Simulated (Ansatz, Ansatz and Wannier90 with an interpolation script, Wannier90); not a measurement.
# Settings in Wannier-interpolated G0W0: AlN (F-43m), part 2 of 2

How do the Wannier model and the GW settings move the interpolated bands of AlN (F-43m)?

Wannier90 4.0.3; maximally localised Wannier functions from the overlaps of LDA states (plane waves, PAW). Known limits of the many-body steps: not at the basis limit; coarse k mesh.

So far. Step 2 (Wannier model on 10×10×10, by Wannier90): Near the gap the model misses directly solved bands by 4.1 meV r.m.s. and by 24 meV at most in the window tested. This tests the starting bands, not the corrections carried with them. Step 3 (Wannier model on 10×10×10, by the program's own …): Near the gap the model misses directly solved bands by 4.1 meV r.m.s. and by 24 meV at most in the window tested. This tests the starting bands, not the corrections carried with them.

### Step 4. A faulty Wannier input

This step: maximally localised Wannier functions from the overlaps of LDA states (plane waves, PAW).

File w.win:

```
num_iter = 1200
conv_tol = 1.0e-8
conv_window = 5
dis_num_iter = 4000
dis_conv_tol = 1.0e-8
dis_mix_ratio = 0.7
write_hr = true
use_ws_distance = false
num_print_cycles = 50
! ansatz wannier90 interface
! projections by site (counted from 0) and shell: 0 3S, 0 3P, 1 2P
! states of the run's bands (counted from 1): 1-13
num_bands = 13
num_wann  = 7
dis_win_min = 0.63
dis_win_max = 26.9
guiding_centres = true

begin unit_cell_cart
Ang
                      0.0               2.18399356               2.18399356
               2.18399356                      0.0               2.18399356
               2.18399356               2.18399356                      0.0
end unit_cell_cart

begin atoms_frac
Al                       0.0                      0.0                      0.0
N                       0.25                     0.25                     0.25
end atoms_frac

mp_grid = 10 10 10

[... the mesh's points ...]
```

Run with:

```
$ OMP_NUM_THREADS=1 mpirun -n 8 wannier90.x w > wannier90.x.log
```

Numbers of over 12 decimals in the logs are rounded to 6 here.

The log of the run:

```text
[banner, memory and clock lines left out]
TEM
                                    ------

                              Lattice Vectors (Ang)
                    a_1     0.000000   2.183994   2.183994
                    a_2     2.183994   0.000000   2.183994
                    a_3     2.183994   2.183994   0.000000

                   Unit Cell Volume:      20.83455  (Ang^3)

                        Reciprocal-Space Vectors (Ang^-1)
                    b_1    -1.438462   1.438462   1.438462
                    b_2     1.438462  -1.438462   1.438462
                    b_3     1.438462   1.438462  -1.438462

 *----------------------------------------------------------------------------*
 |   Site       Fractional Coordinate          Cartesian Coordinate (Ang)     |
 +----------------------------------------------------------------------------+
 | al   1   0.00000   0.00000   0.00000   |    0.00000   0.00000   0.00000    |
 | n    1   0.25000   0.25000   0.25000   |    1.09200   1.09200   1.09200    |
 *----------------------------------------------------------------------------*
                                ------------
                                K-POINT GRID
                                ------------

             Grid size = 10 x 10 x 10      Total points = 1000

 *---------------------------------- MAIN ------------------------------------*
 |  Number of Wannier Functions               :                 7             |
 |  Number of Objective Wannier Functions     :                 7             |
 |  Number of input Bloch states              :                13             |
 |  Output verbosity (1=low, 5=high)          :                 1             |
 |  Timing Level (1=low, 5=high)              :                 1             |
[...]
Sum of centres and spreads (  3.275990,  3.275990,  3.275990 )    10.81609167

     50    -0.131E-07     0.0000732011       10.8160916684       1.44  <-- CONV
        O_D=      0.0331488 O_OD=      3.4722051 O_TOT=     10.8160917 <-- SPRD
 Delta: O_D= -0.3862171E-06 O_OD=  0.3731052E-06 O_TOT= -0.1311188E-07 <-- DLTA

             <<<     Delta < 1.000E-08  over  5 iterations     >>>
             <<< Wannierisation convergence criteria satisfied >>>

 Final State
[...]
WF centre and spread    6  (  1.091997,  1.091997,  1.091997 )     0.75722160
  WF centre and spread    7  (  1.091997,  1.091997,  1.091997 )     0.75722160
  Sum of centres and spreads (  3.275990,  3.275990,  3.275990 )    10.81609164

         Spreads (Ang^2)       Omega I      =     7.310737802
        ================       Omega D      =     0.033146279
                               Omega OD     =     3.472207559
    Final Spread (Ang^2)       Omega Total  =    10.816091640

 Writing checkpoint file w.chk... done

 *---------------------------------------------------------------------------*
 |                               PLOTTING                                    |
 *---------------------------------------------------------------------------*

 *===========================================================================*
 |                             TIMING INFORMATION                            |
 *===========================================================================*
 |    Tag                                                Ncalls      Time (s)|
 |---------------------------------------------------------------------------|
 |kmesh: get                                        :         1         0.222|
 |overlap: read                                     :         1         0.763|
 |dis: main                                         :         1         0.875|
 |wann: main                                        :         1         0.683|
 |plot: main                                        :         1         0.080|
 *---------------------------------------------------------------------------*
 All done: wannier90 exiting
```

Wall time 4.2 s (8 MPI ranks of Arm Neoverse V2, shared host).

Numbers from this step:

```yaml
gauge_invariant_spread: 7.311 Å²
diagonal_spread: 0.03315 Å²
off_diagonal_spread: 3.472 Å²
total_spread: 10.82 Å²
disentanglement_steps: 203
r_m_s_interpolation_error: 0.3946 eV
r_m_s_error_near_the_gap: 0.1141 eV
```

No frozen window. The electronic bands at the labelled points (eV, zero at the valence-band top; v1 is the highest filled band, c1 the lowest empty one):

```
    point     v3     v2     v1    c1     c2     c3     c4
        Γ   0.03   0.03   0.03  4.23  12.49  12.49  12.49
  halfway  -2.66  -0.99  -0.99  6.08  10.71  13.81  13.81
        X  -3.71  -1.79  -1.79  3.24  12.81  15.48  15.48
  halfway  -3.74  -2.24  -1.68  3.92  12.64  14.77  15.04
        U  -4.00  -2.74  -1.35  5.32  11.95  13.61  14.01
jump to K  -4.00  -2.74  -1.35  5.32  11.95  13.61  14.01
  halfway  -3.50  -1.27  -0.14  7.31  10.45  12.72  12.80
        Γ   0.03   0.03   0.03  4.23  12.49  12.49  12.49
  halfway  -3.22  -0.20  -0.20  6.52  11.03  12.74  12.74
        L  -5.77  -0.28  -0.28  7.46  10.04  12.02  12.02
  halfway  -4.96  -1.72  -0.89  7.26   9.86  12.71  13.51
        W  -3.74  -2.72  -2.04  5.96  11.82  12.35  15.07
  halfway  -3.73  -2.31  -1.94  4.49  12.55  13.71  15.22
        X  -3.71  -1.79  -1.79  3.24  12.81  15.48  15.48
```

The same for Kohn-Sham, solved directly:

| point | v3 | v2 | v1 | c1 | c2 | c3 | c4 |
| --- | --- | --- | --- | --- | --- | --- | --- |
| Γ | 0.00 | 0.00 | 0.00 | 4.23 | 12.36 | 12.36 | 12.36 |
| X | -4.95 | -1.79 | -1.79 | 3.24 | 8.42 | 13.75 | 15.48 |
| U | -4.29 | -3.66 | -1.38 | 5.08 | 9.93 | 12.88 | 13.97 |
| K | -4.29 | -3.66 | -1.38 | 5.08 | 9.93 | 12.88 | 13.97 |
| Γ | 0.00 | 0.00 | 0.00 | 4.23 | 12.36 | 12.36 | 12.36 |
| L | -5.89 | -0.48 | -0.48 | 7.27 | 9.77 | 10.97 | 10.97 |
| W | -3.81 | -3.47 | -2.72 | 5.96 | 11.24 | 11.83 | 11.98 |
| X | -4.95 | -1.79 | -1.79 | 3.24 | 8.42 | 13.75 | 15.48 |

The first set of electronic bands as a text plot (rows in eV, shown from -5.8 to 9.2 only):

```
    8.9 |
    8.3 |
    7.7 |                    +++                ++++++
    7.1 |                   +   +            +++      ++
    6.4 |    ++            +     +          +           +
    5.8 |   +  ++                 ++       +             +++
    5.2 |  +             ++         +    ++                 ++
    4.6 | +      +      +            +  +
    3.9 |+        ++   +              ++                      +
    3.3 |           +++                                        ++
    2.7 |
    2.0 |
    1.4 |
    0.8 |
    0.2 |**                     ***********
   -0.5 | *****             ****  ****  *  ***********
   -1.1 |  *   **         **    **  *    *          ****
   -1.7 |   *    *********     *  **      *           * **  *****
   -2.3 |    **        **   ***            *           ** *****
   -3.0 |      **        ***     *          *            ***
   -3.6 |        ********       *                        ********
   -4.2 |                *******             *          *
   -4.8 |                                     *       **
   -5.5 |                                      *******
         Γ           X  U|K            Γ         L        W     X
```

The fault put into this input: nothing frozen.

### Step 5. G0W0: 10×10×10 mesh, 95 empty bands, screening to 160 eV

Now the one-shot GW correction: screening in the RPA, then the self-energy of the levels asked for.

This step: G0W0 on LDA, plane waves, PAW.

File input.yaml:

```yaml
crystal:
  lattice:
    - [0.0, 2.18399356, 2.18399356]
    - [2.18399356, 0.0, 2.18399356]
    - [2.18399356, 2.18399356, 0.0]
  atoms:
    - { symbol: Al, position: [0.0, 0.0, 0.0] }
    - { symbol: "N", position: [0.25, 0.25, 0.25] }
kpoints:
  mp_grid: { grid: [10, 10, 10] }
hamiltonian:
  xc: lda
scf:
  occupations: { method: fixed }
gw:
  n_empty_bands: 95
  ecut_chi: 160.0
  qp_bands: [v3, c1]
  screening: { model: contour_deformation }
```

Run with:

```
$ ansatz run input.yaml --threads 12 --pin off --max-ram 22118MiB --backend cpu --events-out ev --progress --plain --runs-dir out
```

The log of the run:

```text
[...]
Crystal: 2 atoms, lattice volume = 20.835 Å³
Basis set: ecut = 420 eV, 411 PW (Γ)
Bands: 8, of which v1, the nominal top of the filled ones, is band 4 counted from 1 (3 counted from 0)
Symmetry: 24 space group operations
[...]
k-points: 47 of 1000 (time reversal used)
[...]
1     5     11.5502   -10.3359    -4.0040   -15.1999  0.8071    12.4155    12.4102  root
[...]
46     2      2.5641   -20.4569     4.0506   -15.3788  0.7390     1.5104     1.5366  root
    46     3      3.5516   -20.3854     3.7373   -15.6127  0.7551     2.4978     2.5163  root
    46     4      4.0313   -19.6683     3.3612   -15.3158  0.7658     3.0255     3.0400  root
    46     5     12.3173    -7.4869    -4.2501   -12.6135  0.8091    13.2006    13.1939  root
[key lines of the parts left out:]
SCF converged after 6 iterations
Free energy (F): -889.807658 eV
Fermi energy:    6.675938 eV
```

Run time: 2.2 min. Hardware: 12 threads; peak memory 0.56 GiB; 17 min of CPU time.

The G0W0 gap on the mesh is 4.765 eV.

### Step 6. G0W0: 5×5×5 mesh, 95 empty bands, screening to 160 eV

Edit input.yaml of step 5 so:

```diff
@@ -9,3 +9,3 @@
 kpoints:
-  mp_grid: { grid: [10, 10, 10] }
+  mp_grid: { grid: [5, 5, 5] }
 hamiltonian:
```

The log of the run:

```text
[...]
Crystal: 2 atoms, lattice volume = 20.835 Å³
Basis set: ecut = 420 eV, 411 PW (Γ)
Bands: 8, of which v1, the nominal top of the filled ones, is band 4 counted from 1 (3 counted from 0)
Symmetry: 24 space group operations
[...]
k-points: 10 of 125 (time reversal used)
[...]
1     5     12.6499    -9.9349    -4.3987   -15.2867  0.7997    13.6112    13.6031  root
[...]
9     2      2.3014   -20.1506     4.0748   -15.0386  0.7375     1.2428     1.2643  root
     9     3      3.7260   -20.4931     3.7073   -15.7661  0.7570     2.6881     2.7064  root
     9     4      4.7833   -20.4390     3.3260   -16.1584  0.7691     3.8170     3.8288  root
     9     5     12.7202    -7.2315    -4.4196   -12.5351  0.8062    13.6117    13.6043  root
[key lines of the parts left out:]
SCF converged after 6 iterations
Free energy (F): -889.799932 eV
Fermi energy:    6.684219 eV
```

It took 3.2 s on 12 threads; peak memory 0.47 GiB.

The G0W0 gap on the mesh is 5.366 eV.

### Step 7. G0W0: 10×10×10 mesh, 44 empty bands, screening to 96 eV

input.yaml, the sections that differ from step 6:

```yaml
kpoints:
  mp_grid: { grid: [10, 10, 10] }
gw:
  n_empty_bands: 44
  ecut_chi: 96
  qp_bands: [v3, c1]
  screening: { model: contour_deformation }
# crystal, hamiltonian, scf: as in step 6
```

The log of the run:

```text
[...]
Crystal: 2 atoms, lattice volume = 20.835 Å³
Basis set: ecut = 420 eV, 411 PW (Γ)
Bands: 8, of which v1, the nominal top of the filled ones, is band 4 counted from 1 (3 counted from 0)
Symmetry: 24 space group operations
[...]
k-points: 47 of 1000 (time reversal used)
[...]
1     5     11.5502   -10.3359    -3.8147   -15.1999  0.8101    12.6076    12.5995  root
[...]
46     2      2.5641   -20.4569     4.2360   -15.3788  0.7414     1.7052     1.7220  root
    46     3      3.5516   -20.3854     3.9463   -15.6127  0.7579     2.7138     2.7252  root
    46     4      4.0313   -19.6683     3.5675   -15.3158  0.7683     3.2375     3.2463  root
    46     5     12.3173    -7.4869    -4.0813   -12.6135  0.8104    13.3723    13.3627  root
[key lines of the parts left out:]
SCF converged after 6 iterations
Free energy (F): -889.807658 eV
Fermi energy:    6.675938 eV
```

Elapsed: 84 s, on 12 threads; peak memory 0.34 GiB; 5.1 min of CPU time.

The G0W0 gap on the mesh is 4.542 eV.

### Step 8. G0W0: 10×10×10 mesh, 95 empty bands, screening to 160 eV, plasmon pole

Edit input.yaml of step 7 so:

```diff
@@ -15,5 +15,5 @@
 gw:
-  n_empty_bands: 44
-  ecut_chi: 96
+  n_empty_bands: 95
+  ecut_chi: 160.0
   qp_bands: [v3, c1]
-  screening: { model: contour_deformation }
+  screening: { model: godby_needs }
```

The log of the run:

```text
[...]
Crystal: 2 atoms, lattice volume = 20.835 Å³
Basis set: ecut = 420 eV, 411 PW (Γ)
Bands: 8, of which v1, the nominal top of the filled ones, is band 4 counted from 1 (3 counted from 0)
Symmetry: 24 space group operations
[...]
k-points: 47 of 1000 (time reversal used)
[...]
1     5     11.5502   -10.3359    -3.9471   -15.1999  0.8125    12.4712    12.4671  root
[...]
46     2      2.5641   -20.4569     4.0134   -15.3788  0.7741     1.4899     1.4994  root
    46     3      3.5516   -20.3854     3.7563   -15.6127  0.7794     2.5273     2.5352  root
    46     4      4.0313   -19.6683     3.3973   -15.3158  0.7853     3.0696     3.0761  root
    46     5     12.3173    -7.4869    -4.1816   -12.6135  0.8178    13.2672    13.2625  root
[key lines of the parts left out:]
SCF converged after 6 iterations
Free energy (F): -889.807658 eV
Fermi energy:    6.675938 eV
```

It took 3.9 min on 12 threads; peak memory 1.2 GiB; 18 min of CPU time.

The G0W0 gap on the mesh is 4.683 eV.

### Step 9. Interpolated results

Times are wall times on 12 threads of Arm Neoverse V2, shared host, good to a factor of about two.

| GW mesh | empty bands | cutoff (eV) | frequency | gap on mesh (eV) | gap over zone (eV) | direct gap (eV) | valence width (eV) | GW time |
| --- | --- | --- | --- | --- | --- | --- | --- | --- |
| 10×10×10 | 95 | 160 | contour deformation | 4.765 | 4.765 | 5.858 | 6.111 | 2.2 min |
| 5×5×5 | 95 | 160 | contour deformation | 5.366 | 4.704 | 5.867 | 6.098 | 3.2 s |
| 10×10×10 | 44 | 96 | contour deformation | 4.542 | 4.542 | 5.713 | 6.276 | 84 s |
| 10×10×10 | 95 | 160 | plasmon pole | 4.683 | 4.683 | 5.791 | 6.376 | 3.9 min |

### Step 10. Summary of results

```json
{"10×10×10 mesh, 95 empty bands, screening to 160 eV": "4.76 eV", "5×5×5 mesh, 95 empty bands, screening to 160 eV": "4.70 eV", "10×10×10 mesh, 44 empty bands, screening to 96 eV": "4.54 eV", "10×10×10 mesh, 95 empty bands, screening to 160 eV, plasmon pole": "4.68 eV"}
```

The largest change, −0.22 eV in the gap over the zone, comes with 10×10×10 mesh, 44 empty bands, screening to 96 eV. The first run is a reference, not a converged one, and where a row moves several settings no single cause can be named. Rows on another GW mesh add that mesh's corrections to the bands of the one model. The program's own minimiser ends at the same spread as the first model, 11.4 Å², from the same trial orbitals; this need not be the lowest minimum. Nothing frozen (10×10×10): the miss near the gap goes from 4 (the model on 10×10×10) to 114 meV and the total spread from 11.4 to 10.8 Å². With 5×5×5 mesh, 95 empty bands, screening to 160 eV the gap over the zone moves by −0.06 eV and that on the mesh by +0.60 eV. With 10×10×10 mesh, 44 empty bands, screening to 96 eV the gap over the zone moves by −0.22 eV and that on the mesh by −0.22 eV. With 10×10×10 mesh, 95 empty bands, screening to 160 eV, plasmon pole the gap over the zone moves by −0.08 eV and that on the mesh by −0.08 eV. Gaps over the zone and on the mesh differ where an edge lies off the mesh, or where a GW run starts from another density: the starting gap over the zone is 3.244 eV, on the GW meshes it is 3.244 eV and 3.816 eV.

[Paths, hosts, dates, memory and timing lines, banners, echoed tables and standing remarks are left out of the program output.]

[Logs are printed without paths, hosts, clocks, repeated set-up lines and the standing remarks that a program may print on its own settings, such as how far it seeks lower states.]

[Runs of the session that timed out or met a known fault of the program may be left out.]

[Hosts, paths, dates, database ids (printed as entryN), source tags and the programs' standing remarks are cut or masked in the printed files.]
